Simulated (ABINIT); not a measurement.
# ZnSe (Stilleite) (F-43m) in ABINIT: further runs

The runs below take ZnSe (Stilleite) through equation of state, band structure, with PBE, LDA, PBEsol.

Everything below comes from runs of ABINIT 10.8.3 (patched build). Logs are shortened: lines on timing, memory, paths and dates and some standing lists are left out, and cuts for length are marked. The log counts tension as positive stress, the text compression.

**Measured values to compare with.**

From “Alloy Disordering Effects on the Thermal Conductivity and Energy Gap Temperature Dependence of Cd1−xZnxSe Ternary Crystals Grown by the Bridgman Method”, 2023, pmc:10253836, for a bulk crystal of ZnSe at 300 K: band gap 2.695 ± 0.003 eV (an exciton energy, a little under the gap).

The runs below are set against these values where they give the same quantity.

## 1. The crystal as given

Symmetry: F-43m, No. 216, cubic system. Conventional cell: a = 5.668 Å, b = 5.668 Å, c = 5.668 Å, α = 90.00°, β = 90.00°, γ = 90.00°. Se (site symmetry -43m) is surrounded by 4 Zn at 2.45 Å. Zn (site symmetry -43m) has 4 Se at 2.45 Å as nearest neighbours.

## 2. Equation of state, PBE

Contents of run.abi:

```
ndtset 7
getwfk -1
scalecart1 3*0.9795861087
scalecart2 3*0.9864848297
scalecart3 3*0.9932883884
scalecart4 3*1.0000000000
scalecart5 3*1.0066227096
scalecart6 3*1.0131594038
scalecart7 3*1.0196128224

pp_dirpath "./"
pseudos "Se.GGA_PBE-JTH.xml, Zn.GGA_PBE-JTH.xml"

acell 7.5732633804 7.5732633804 7.5732633804
rprim
     0.0000000000     0.7071067812     0.7071067812
     0.7071067812     0.0000000000     0.7071067812
     0.7071067812     0.7071067812     0.0000000000
ntypat 2
znucl 34 30
natom 2
typat 1 2
xred
     0.7500000000     0.7500000000     0.7500000000
     0.0000000000     0.0000000000     0.0000000000

ecut 20.0
pawecutdg 40.0

kptopt 1
ngkpt 8 8 8
nshiftk 1
shiftk 0.0 0.0 0.0

ixc 11

nband 13
occopt 3
tsmear 0.05 eV

nstep 100
tolvrs 1.0e-9

iomode 3
prtwf 1
prtden 0
prteig 0
prtebands 0
enunit 2
```

Potentials or basis: JTH PAW PBE v2.0.

The run is started by

```sh
> abinit run.abi > log 2>&1
```

run.abo:

```text
.Version 10.8.3 of ABINIT
 DATASET    1 : space group F-4 3 m (#216); Bravais cF (face-center cubic)
================================================================================
 Values of the parameters that define the memory need for DATASET  1.
     intxc =       0    ionmov =       0      iscf =      17    lmnmax =      18
     lnmax =       6     mgfft =      30  mpssoang =       3    mqgrid =    3001
     natom =       2  nloc_mem =       2    nspden =       1   nspinor =       1
    nsppol =       1      nsym =      24    n1xccc =       1    ntypat =       2
    occopt =       3   xclevel =       2
       mpw =        1249          nfft =       27000          nkpt =          29
 PAW method is used; the additional fine FFT grid is defined by:
   mgfftf=        45    nfftf =     91125
================================================================================
================================================================================
[... 71 lines left out ...]
 DATASET    7 : space group F-4 3 m (#216); Bravais cF (face-center cubic)
================================================================================
 Values of the parameters that define the memory need for DATASET  7.
     intxc =       0    ionmov =       0      iscf =      17    lmnmax =      18
     lnmax =       6     mgfft =      32  mpssoang =       3    mqgrid =    3001
     natom =       2  nloc_mem =       2    nspden =       1   nspinor =       1
    nsppol =       1      nsym =      24    n1xccc =       1    ntypat =       2
    occopt =       3   xclevel =       2
       mpw =        1405          nfft =       32768          nkpt =          29
 PAW method is used; the additional fine FFT grid is defined by:
   mgfftf=        45    nfftf =     91125
================================================================================
================================================================================

--------------------------------------------------------------------------------
------------- Echo of variables that govern the present computation ------------
--------------------------------------------------------------------------------
 -outvars: echo values of preprocessed input variables --------
            acell      7.5732633804E+00  7.5732633804E+00  7.5732633804E+00 Bohr
              amu      7.89600000E+01  6.53900000E+01
             ecut      2.00000000E+01 Hartree
           enunit           2
           getwfk          -1
              ixc          11
           jdtset        1    2    3    4    5    6    7
         kptrlatt        8    0    0      0    8    0      0    0    8
          kptrlen1     5.93493088E+01
          kptrlen2     5.97672755E+01
          kptrlen3     6.01794766E+01
          kptrlen4     6.05861070E+01
          kptrlen5     6.09873512E+01
          kptrlen6     6.13833841E+01
          kptrlen7     6.17743716E+01
            natom           2
            nband          13
           ndtset           7
            ngfft1         30      30      30
            ngfft2         32      32      32
            ngfft3         32      32      32
            ngfft4         32      32      32
            ngfft5         32      32      32
            ngfft6         32      32      32
            ngfft7         32      32      32
          ngfftdg          45      45      45
             nkpt          29
            nstep         100
             nsym          24
           ntypat           2
           occopt           3
        pawecutdg      4.00000000E+01 Hartree
         pawxcdev           0
           prtden           0
        prtebands           0
           prteig           0
            rprim1     0.0000000000E+00  6.9267198023E-01  6.9267198023E-01
                       6.9267198023E-01  0.0000000000E+00  6.9267198023E-01
                       6.9267198023E-01  6.9267198023E-01  0.0000000000E+00
            rprim2     0.0000000000E+00  6.9755011263E-01  6.9755011263E-01
                       6.9755011263E-01  0.0000000000E+00  6.9755011263E-01
                       6.9755011263E-01  6.9755011263E-01  0.0000000000E+00
            rprim3     0.0000000000E+00  7.0236095512E-01  7.0236095512E-01
                       7.0236095512E-01  0.0000000000E+00  7.0236095512E-01
                       7.0236095512E-01  7.0236095512E-01  0.0000000000E+00
            rprim4     0.0000000000E+00  7.0710678120E-01  7.0710678120E-01
                       7.0710678120E-01  0.0000000000E+00  7.0710678120E-01
                       7.0710678120E-01  7.0710678120E-01  0.0000000000E+00
            rprim5     0.0000000000E+00  7.1178974407E-01  7.1178974407E-01
                       7.1178974407E-01  0.0000000000E+00  7.1178974407E-01
                       7.1178974407E-01  7.1178974407E-01  0.0000000000E+00
            rprim6     0.0000000000E+00  7.1641188486E-01  7.1641188486E-01
                       7.1641188486E-01  0.0000000000E+00  7.1641188486E-01
                       7.1641188486E-01  7.1641188486E-01  0.0000000000E+00
            rprim7     0.0000000000E+00  7.2097514092E-01  7.2097514092E-01
                       7.2097514092E-01  0.0000000000E+00  7.2097514092E-01
                       7.2097514092E-01  7.2097514092E-01  0.0000000000E+00
          spgroup         216
           tolvrs      1.00000000E-09
           tsmear      1.83746611E-03 Hartree
            typat      1  2
           useylm           1
           xangst1     4.1639266695E+00  4.1639266695E+00  4.1639266695E+00
                       0.0000000000E+00  0.0000000000E+00  0.0000000000E+00
           xangst2     4.1932510629E+00  4.1932510629E+00  4.1932510629E+00
                       0.0000000000E+00  0.0000000000E+00  0.0000000000E+00
           xangst3     4.2221709498E+00  4.2221709498E+00  4.2221709498E+00
                       0.0000000000E+00  0.0000000000E+00  0.0000000000E+00
           xangst4     4.2506999972E+00  4.2506999972E+00  4.2506999972E+00
                       0.0000000000E+00  0.0000000000E+00  0.0000000000E+00
           xangst5     4.2788511489E+00  4.2788511489E+00  4.2788511489E+00
                       0.0000000000E+00  0.0000000000E+00  0.0000000000E+00
           xangst6     4.3066366749E+00  4.3066366749E+00  4.3066366749E+00
                       0.0000000000E+00  0.0000000000E+00  0.0000000000E+00
           xangst7     4.3340682213E+00  4.3340682213E+00  4.3340682213E+00
                       0.0000000000E+00  0.0000000000E+00  0.0000000000E+00
            xcart1     7.8686810138E+00  7.8686810138E+00  7.8686810138E+00
                       0.0000000000E+00  0.0000000000E+00  0.0000000000E+00
            xcart2     7.9240960860E+00  7.9240960860E+00  7.9240960860E+00
                       0.0000000000E+00  0.0000000000E+00  0.0000000000E+00
            xcart3     7.9787467519E+00  7.9787467519E+00  7.9787467519E+00
                       0.0000000000E+00  0.0000000000E+00  0.0000000000E+00
            xcart4     8.0326588381E+00  8.0326588381E+00  8.0326588381E+00
                       0.0000000000E+00  0.0000000000E+00  0.0000000000E+00
            xcart5     8.0858568049E+00  8.0858568049E+00  8.0858568049E+00
                       0.0000000000E+00  0.0000000000E+00  0.0000000000E+00
            xcart6     8.1383638394E+00  8.1383638394E+00  8.1383638394E+00
                       0.0000000000E+00  0.0000000000E+00  0.0000000000E+00
            xcart7     8.1902019493E+00  8.1902019493E+00  8.1902019493E+00
                       0.0000000000E+00  0.0000000000E+00  0.0000000000E+00
             xred      7.5000000000E-01  7.5000000000E-01  7.5000000000E-01
                       0.0000000000E+00  0.0000000000E+00  0.0000000000E+00
            znucl       34.00000   30.00000

================================================================================

 chkinp: Checking input parameters for consistency, jdtset=   1.

 chkinp: Checking input parameters for consistency, jdtset=   2.

 chkinp: Checking input parameters for consistency, jdtset=   3.

 chkinp: Checking input parameters for consistency, jdtset=   4.
[... 31 lines left out ...]
 getcut: wavevector=  0.0000  0.0000  0.0000  ngfft=  30  30  30
         ecut(hartree)=     20.000   => boxcut(ratio)=   2.01093

 Fine grid specifications (used for densities):

 getcut: wavevector=  0.0000  0.0000  0.0000  ngfft=  45  45  45
         ecut(hartree)=     40.000   => boxcut(ratio)=   2.08320

--- Pseudopotential description ------------------------------------------------
- pspini: atom type   1  psp file is ./Se.GGA_PBE-JTH.xml
 Pseudopotential format is: paw10
 basis_size (lnmax)=  4 (lmn_size=  8), orbitals=   0   0   1   1
 Spheres core radius: rc_sph= 2.21132333
 Shapefunction is BESSEL type: shapef(r,l)=aa(1,l)*jl(q(1,l)*r)+aa(2,l)*jl(q(2,l)*r)
 Radius for shape functions =  2.00656599
 Compensation charge density is not taken into account in XC energy/potential

- pspini: atom type   2  psp file is ./Zn.GGA_PBE-JTH.xml
 Pseudopotential format is: paw10
 basis_size (lnmax)=  6 (lmn_size= 18), orbitals=   0   0   1   1   2   2
 Spheres core radius: rc_sph= 2.30769763
 Shapefunction is SIN type: shapef(r)=[sin(pi*r/rshp)/(pi*r/rshp)]**2
 Radius for shape functions =  1.80965103
 Compensation charge density is not taken into account in XC energy/potential

   7.09926356E+02                                ecore*ucvol(ha*bohr**3)
--------------------------------------------------------------------------------

================================================================================

--- !BeginCycle
iteration_state: {dtset: 1, }
solver: {iscf: 17, nstep: 100, nline: 4, wfoptalg: 10, }
tolerances: {tolvrs: 1.00E-09, }
...

     iter   Etot(hartree)      deltaE(h)  residm     nres2
 ETOT  1  -73.780758311054    -7.378E+01 1.599E+00 3.072E+00
 ETOT  2  -73.941151213107    -1.604E-01 5.101E-01 5.994E-01
 ETOT  3  -73.938586744940     2.564E-03 2.954E-02 1.543E-01
 ETOT  4  -73.938326399392     2.603E-04 2.051E-02 8.231E-02
 ETOT  5  -73.938456366199    -1.300E-04 3.950E-03 1.693E-02
 ETOT  6  -73.938893895782    -4.375E-04 3.096E-03 5.503E-02
 ETOT  7  -73.938855955170     3.794E-05 1.512E-03 3.481E-02
 ETOT  8  -73.938772627207     8.333E-05 1.468E-03 1.726E-02
 ETOT  9  -73.938796983247    -2.436E-05 5.387E-04 1.062E-02
 ETOT 10  -73.938809861918    -1.288E-05 4.972E-04 1.452E-02
[... 1356 lines left out ...]
 Cartesian components of stress tensor (hartree/bohr^3)
  sigma(1 1)=  5.58031472E-05  sigma(3 2)=  0.00000000E+00
  sigma(2 2)=  5.58031472E-05  sigma(3 1)=  0.00000000E+00
  sigma(3 3)=  5.58031472E-05  sigma(2 1)=  0.00000000E+00

-Cartesian components of stress tensor (GPa)         [Pressure= -1.6418E+00 GPa]
- sigma(1 1)=  1.64178527E+00  sigma(3 2)=  0.00000000E+00
- sigma(2 2)=  1.64178527E+00  sigma(3 1)=  0.00000000E+00
- sigma(3 3)=  1.64178527E+00  sigma(2 1)=  0.00000000E+00

== END DATASET(S) ==============================================================
================================================================================

 -outvars: echo values of variables after computation  --------
            acell      7.5732633804E+00  7.5732633804E+00  7.5732633804E+00 Bohr
           etotal1    -7.3938756091E+01
           etotal2    -7.3939997549E+01
           etotal3    -7.3940898330E+01
           etotal4    -7.3941488585E+01
           etotal5    -7.3941805691E+01
           etotal6    -7.3941863406E+01
           etotal7    -7.3941696251E+01
            fcart1     8.8222866752E-30  2.4060781842E-30 -7.2182345525E-30
                      -8.8222866752E-30 -2.4060781842E-30  7.2182345525E-30
            fcart2    -0.0000000000E+00 -0.0000000000E+00 -0.0000000000E+00
                      -0.0000000000E+00 -0.0000000000E+00 -0.0000000000E+00
            fcart3     9.4915466371E-30 -5.9322166482E-30 -3.1638488790E-30
                      -9.4915466371E-30  5.9322166482E-30  3.1638488790E-30
            fcart4    -7.8565358855E-30  1.5713071771E-30  4.7139215313E-30
                       7.8565358855E-30 -1.5713071771E-30 -4.7139215313E-30
            fcart5     3.9024233263E-31  1.9512116632E-30 -1.1707269979E-30
                      -3.9024233263E-31 -1.9512116632E-30  1.1707269979E-30
            fcart6    -0.0000000000E+00 -0.0000000000E+00 -0.0000000000E+00
                      -0.0000000000E+00 -0.0000000000E+00 -0.0000000000E+00
            fcart7     2.3116233082E-30  2.3116233082E-30 -6.9348699247E-30
                      -2.3116233082E-30 -2.3116233082E-30  6.9348699247E-30
            rprim1     0.0000000000E+00  6.9267198023E-01  6.9267198023E-01
[... 30 lines left out ...]
           strten6     2.1234127851E-05  2.1234127851E-05  2.1234127851E-05
                       0.0000000000E+00  0.0000000000E+00  0.0000000000E+00
           strten7     5.5803147164E-05  5.5803147164E-05  5.5803147164E-05
                       0.0000000000E+00  0.0000000000E+00  0.0000000000E+00
           xangst1     4.1639266695E+00  4.1639266695E+00  4.1639266695E+00
                       0.0000000000E+00  0.0000000000E+00  0.0000000000E+00
           xangst2     4.1932510629E+00  4.1932510629E+00  4.1932510629E+00
                       0.0000000000E+00  0.0000000000E+00  0.0000000000E+00
           xangst3     4.2221709498E+00  4.2221709498E+00  4.2221709498E+00
                       0.0000000000E+00  0.0000000000E+00  0.0000000000E+00
           xangst4     4.2506999972E+00  4.2506999972E+00  4.2506999972E+00
                       0.0000000000E+00  0.0000000000E+00  0.0000000000E+00
           xangst5     4.2788511489E+00  4.2788511489E+00  4.2788511489E+00
                       0.0000000000E+00  0.0000000000E+00  0.0000000000E+00
           xangst6     4.3066366749E+00  4.3066366749E+00  4.3066366749E+00
                       0.0000000000E+00  0.0000000000E+00  0.0000000000E+00
           xangst7     4.3340682213E+00  4.3340682213E+00  4.3340682213E+00
                       0.0000000000E+00  0.0000000000E+00  0.0000000000E+00
             xred      7.5000000000E-01  7.5000000000E-01  7.5000000000E-01
                       0.0000000000E+00  0.0000000000E+00  0.0000000000E+00
 Calculation completed.
```

Wall time 2.8 min (1 thread of Arm Neoverse V2, shared host); peak memory 0.15 GiB.

What came out:

| Quantity | Value |
| --- | --- |
| Equilibrium volume | 23.55 Å³/atom |
| Bulk modulus | 58 GPa |
| Pressure derivative of the bulk modulus | 4.1 |

Energy against volume, from the lowest point:
| volume (Å³/atom) | energy (meV/atom) |
| --- | --- |
| 21.391 | 42.28 |
| 21.846 | 25.39 |
| 22.301 | 13.13 |
| 22.757 | 5.10 |
| 23.212 | 0.79 |
| 23.667 | 0.00 |
| 24.122 | 2.27 |

Caveat: the cutoff is too short for stress, so the log's stress isn't used; pressures at fixed basis lie under the slope of the energies.

[end of part 1 of 2]
